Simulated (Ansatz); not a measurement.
# Ge: the cost of one run

Program: Ansatz 0.2.0. Level of theory: DFT PBE+D3(BJ), scalar-relativistic, plane waves, PAW. These are calculated values, not measurements.

4 further runs of the same task are left out: 1 that didn't finish, 3 set aside as unsound or not needed. Runs told in other sessions of the task aren't counted.

## (1) The structure to begin with

The structure is monoclinic, space group Cm (No. 8). The conventional cell has a = 6.968 Å, b = 4.023 Å, c = 18.869 Å, α = 90.00°, β = 90.00°, γ = 90.00°. Ge (site symmetry m) is surrounded by 3 Ge at 2.42 Å.

As a file:

```
CELL_PARAMETERS angstrom
4.02269 0.00000 0.00000
-2.01134 3.48375 0.00000
0.00000 0.00000 18.86852
ATOMIC_POSITIONS crystal
Ge 0.33333 0.66667 0.27476
Ge 0.66667 0.33333 0.23849
Ge 0.11111 0.88889 0.49652
Ge 0.77778 0.22222 0.46025
```

This is the geometry of the first run shown, built on a cell relaxed beforehand with the same method.

## (2) The scan

Atoms count from 1 in the order of the input.

The upper layer of a bilayer is slid along a line and lifted, both layers rigid.

The axes are (1) slide of the upper layer along the long diagonal of the hexagonal surface cell, from Ge4 above Ge1: 9 values from 0.00 to 6.19 Å, periodic; (2) distance between the facing planes of atoms: 6 values from 3.50 to 5.30 Å.

Nothing else is relaxed. Energies count from the two layers apart. Points are written as (first, second).

## (3) Point (3.10 Å, 3.50 Å)

The cell repeats along c, and a dipole correction in the vacuum removes the field between the copies.

File input.yaml:

```yaml
crystal:
  lattice:
    - [4.0226895311, 0.0, 0.0]
    - [-2.0113447656, 3.4837513255, 0.0]
    - [0.0, 0.0, 18.8685220517]
  atoms:
    - { symbol: Ge, position: [0.3333333333, 0.6666666667, 0.2747571332] }
    - { symbol: Ge, position: [0.6666666667, 0.3333333333, 0.2384924472] }
    - { symbol: Ge, position: [1.1111111111, -0.1111111111, 0.4965159447] }
    - { symbol: Ge, position: [0.7777777778, 0.2222222222, 0.4602512588] }
basis:
  ecutwfc: 420
kpoints:
  mp_grid: { grid: [9, 9, 1] }
hamiltonian:
  xc: pbe
  pseudopotentials: { kind: paw, azcp: { folder: soft_1 } }
  dispersion: d3bj
scf:
  occupations: { method: gaussian, width: 0.1 }
output:
  forces: true
  eigenvalues: true
efield:
  axis: 3
  dipole_correction: true
  ramp_width: 0.04
```

Started as:

```bash
ansatz run input.yaml --threads 1 --pin off --max-ram 3072MiB --backend cpu --events-out ev --progress --plain --runs-dir out
```

Q: Estimate wall time and peak memory on 1 thread of Arm Neoverse V1, shared host.

About 20 s, with a peak of 0.46 GiB.
